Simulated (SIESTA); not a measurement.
The system is TiB2.

```
Ti B
1.0
     3.02920    0.00000    0.00000
    -1.51460    2.62336    0.00000
     0.00000    0.00000    3.22840
Ti B
1 2
Direct
  0.00000 0.00000 0.00000
  0.66667 0.33333 0.50000
  0.33333 0.66667 0.50000
```

```yaml
Program: SIESTA 5.4.2
Task: single point
Functional: PBEsol
Potentials_or_basis: PseudoDojo 0.4 standard (PBEsol files)
Basis: DZP (energy shift 0.003 Ry; two zetas on semicore shells)
Grid_cutoff: 800 Ry
Energy_shift: 0.003 Ry
k_mesh: 10 × 10 × 8
Occupations: fermi-dirac, width 0.05 eV
Spin: no spin polarisation
```

On this cell: pressure -2.1 GPa; largest force under 0.003 eV/Å; band gap on the k mesh none (metal or under the smearing width).

The same run follows on a disturbed copy (atoms moved at random, drawn with an rms of 0.05 Å):

```
Ti B
1.0
     3.02920    0.00000    0.00000
    -1.51460    2.62336    0.00000
     0.00000    0.00000    3.22840
Ti B
1 2
Direct
  0.99663 0.98608 0.98473
  0.65640 0.31348 0.50274
  0.33149 0.66649 0.49409
```

**Question.** What does the disturbed cell give?

**Answer.** The energy (extrapolated to zero smearing) moves by +13.6 meV/atom; pressure -1.6 GPa; largest force 1.020 eV/Å; band gap on the k mesh none (metal or under the smearing width).

Forces on the atoms (eV/Å):
```
Ti  -0.195  0.136  0.610
B    0.036  0.858 -0.446
B    0.160 -0.994 -0.164
```

Stress tensor (GPa, compression positive):
```
-1.58  0.11 -0.15
 0.11  2.55  0.12
-0.15  0.12 -5.81
```

Caveats: the basis of atomic orbitals isn't converged, which shifts pressures, moduli and gaps.
